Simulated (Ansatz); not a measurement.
# SrO: equation of state with r2SCAN

Crystal: SrO.

```
Sr O
1.0
     3.55329    0.00000    0.00000
    -1.77664    3.07724    0.00000
     0.00000    0.00000    6.21730
Sr O
2 2
Direct
  0.66667 0.33333 0.75000
  0.33333 0.66667 0.25000
  0.00000 0.00000 0.50000
  0.00000 0.00000 0.00000
```

Measurements of this composition are mostly on another form, of space group No. 225.

```json
{
  "Program": "Ansatz 0.2.0",
  "Task": "equation of state",
  "Functional": "r2SCAN",
  "Potentials or basis": "Ansatz PAW",
  "Cutoff": "500 eV",
  "Density cutoff": "2000 eV",
  "k mesh": "9 × 9 × 5",
  "Occupations": "fermi-dirac, width 0.05 eV",
  "Spin": "no spin polarisation"
}
```

```
Equilibrium volume                        : 16.91 Å³/atom
Bulk modulus at fixed shape and positions : 91 GPa
Pressure derivative of the bulk modulus   : 4.3
```

Energy against volume, from the lowest point:
```
volume (Å³/atom)  energy (meV/atom)
          15.976              16.15
          16.316               6.26
          16.656               1.03
          16.995               0.00
          17.335               2.74
          17.675               8.86
          18.015              18.02
```

All runs of the series together: 34 s on 2 threads of Intel(R) Xeon(R) Processor @ 2.70GHz, with other jobs on the host.

Caveat: the cell was scaled at fixed shape and fractional positions, which overstates the stiffness of a crystal with free parameters, most of all of layers and chains; the PAW data sets were made with another functional, which shifts forces and pressure a little.
